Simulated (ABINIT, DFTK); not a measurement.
Given: the input of a run of DFTK 0.8.2 on PbO (Litharge). 

File run.jl:

```julia
using DFTK
using PseudoPotentialData
using Unitful, UnitfulAtomic
using LinearAlgebra, Printf
include("save.jl")
disable_threading()

# lattice vectors are the columns
lattice = austrip(1u"Å") * [          3.99            0.0            0.0;
                      0.0           3.99            0.0;
                      0.0            0.0           5.01]
symbols   = [:Pb, :Pb, :O, :O]
positions = [[0.5, 0.0, 0.76],
             [0.0, 0.5, 0.24],
             [0.5, 0.5, 0.0],
             [0.0, 0.0, 0.0]]
pseudopotentials = PseudoFamily("dojo.nc.sr.pbesol.v0_4_1.standard.upf")
elements = Dict(s => ElementPsp(s, pseudopotentials) for s in unique(symbols))
atoms    = [elements[s] for s in symbols]

build_model(lattice, positions; symmetries=true) =
    model_DFT(lattice, atoms, positions;
              functionals=PBEsol(),
              temperature=austrip(0.05u"eV"),
              smearing=Smearing.FermiDirac(),
              symmetries)
Ecut  = 42.0  # hartree
kgrid = [7, 7, 6]
tol   = 1e-6
to_GPa = ustrip(uconvert(u"GPa", 1u"hartree/bohr^3"))

model = build_model(lattice, positions)
basis = PlaneWaveBasis(model; Ecut, kgrid)
display(basis)
scfres = self_consistent_field(basis;
                               tol,
                               nbandsalg=AdaptiveBands(model; n_bands_converge=25))
display(scfres.energies)
@printf "Fermi level: %.6f eV\n" ustrip(auconvert(u"eV", something(scfres.εF, NaN)))
forces = compute_forces_cart(scfres)
println("Forces (eV/Å)")
for (s, f) in zip(symbols, forces)
    @printf "%-3s %12.6f %12.6f %12.6f\n" s ustrip.(auconvert.(u"eV/Å", f))...
end
stress = compute_stresses_cart(scfres)
println("Stress (GPa)")
display(round.(stress * to_GPa; digits=4))
println("Levels at the first k-point (eV): ", round.(ustrip.(auconvert.(u"eV", scfres.eigenvalues[1][1:scfres.n_bands_converge])); digits=4))
save_scf!(scfres; forces, stress)
```

Potentials or basis: dojo.nc.sr.pbesol.v0_4_1.standard.upf (PBEsol).

Command:

```bash
$ julia --threads=1 run.jl  # save.jl only writes the numbers to a file and isn't shown; printed stress counts tension as positive; times include loading and compiling
```

Question: Set up the same calculation for ABINIT 10.8.3 (patched build). Potentials or basis there: PseudoDojo NC SR PBEsol v0.4.1 standard, cutoff 1143 eV.

Answer: As run (cutoffs and basis follow the program's own potentials, and thresholds, step limits or extra output files can differ):

The input run.abi:

```
# Pseudopotentials
pp_dirpath "./"
pseudos "Pb.upf, O.upf"

# Structure
acell 3.99 3.99 5.01 Angstrom
rprim
     1.0000000000     0.0000000000     0.0000000000
     0.0000000000     1.0000000000     0.0000000000
     0.0000000000     0.0000000000     1.0000000000
ntypat 2
znucl 82 8
natom 4
typat 1 1 2 2
xred
     0.5000000000     0.0000000000     0.7600000000
     0.0000000000     0.5000000000     0.2400000000
     0.5000000000     0.5000000000     0.0000000000
     0.0000000000     0.0000000000     0.0000000000

# Plane-wave basis
ecut 42.0

# k points
kptopt 1
ngkpt 7 7 6
nshiftk 1
shiftk 0.0 0.0 0.0

# Exchange and correlation
ixc -116133

# Bands and occupations
nband 24
occopt 3
tsmear 0.05 eV

# SCF cycle
nstep 100
tolvrs 1.0e-10

# Output
iomode 3
prtwf 0
prtden 0
prteig 0
prtebands 0
enunit 2
```

Potentials or basis: PseudoDojo NC SR PBEsol v0.4.1 standard.

The run is started by

```console
$ abinit run.abi > log 2>&1
```

Both were run:

|  | DFTK | ABINIT |
| --- | --- | --- |
| Pressure | -0.3 GPa | -0.3 GPa |
| Largest force | 0.244 eV/Å | 0.244 eV/Å |

Pressure is positive in compression.
